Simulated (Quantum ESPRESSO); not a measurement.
SiO2: equation of state with PBE

Crystal: SiO2.

```
Si O
1.0
    -2.62334    4.77675    4.44167
     2.62334   -4.77675    4.44167
     2.62334    4.77675   -4.44167
Si O
4 8
Direct
  0.26034 0.84494 0.41540
  0.07045 0.15506 0.91540
  0.73966 0.15506 0.58460
  0.92955 0.84494 0.08460
  0.50000 0.00000 0.50000
  0.00000 0.00000 0.00000
  0.79318 0.00000 0.29318
  0.20682 0.50000 0.20682
  0.20682 0.00000 0.70682
  0.79318 0.50000 0.79318
  0.86931 0.11931 0.75000
  0.13069 0.88069 0.25000
```

The cell comes from a database or a generator and needn't be the stable form of this composition.

* Program: Quantum ESPRESSO 7.5
* Task: equation of state
* Functional: PBE
* Potentials or basis: SSSP 1.3 efficiency PBE
* Cutoff: 748 eV
* Density cutoff: 5987 eV
* k mesh: 6 × 6 × 6
* Occupations: fermi-dirac, width 0.05 eV
* Spin: no spin polarisation

```yaml
Equilibrium_volume: 19.09 Å³/atom
Bulk_modulus_at_fixed_shape_and_positions: 129 GPa
Pressure_derivative_of_the_bulk_modulus: 4.0
```

Energy against volume, from the lowest point:
```csv
volume (Å³/atom),energy (meV/atom)
17.440,66.11
17.811,38.06
18.182,18.19
18.553,5.74
18.924,0.00
19.295,0.35
19.666,6.20
```

All runs of the series together: 36 min on 2 threads of Arm Neoverse V1 (shared host).

Caveat: the cell was scaled at fixed shape and fractional positions, which overstates the stiffness of a crystal with free parameters, most of all of layers and chains.
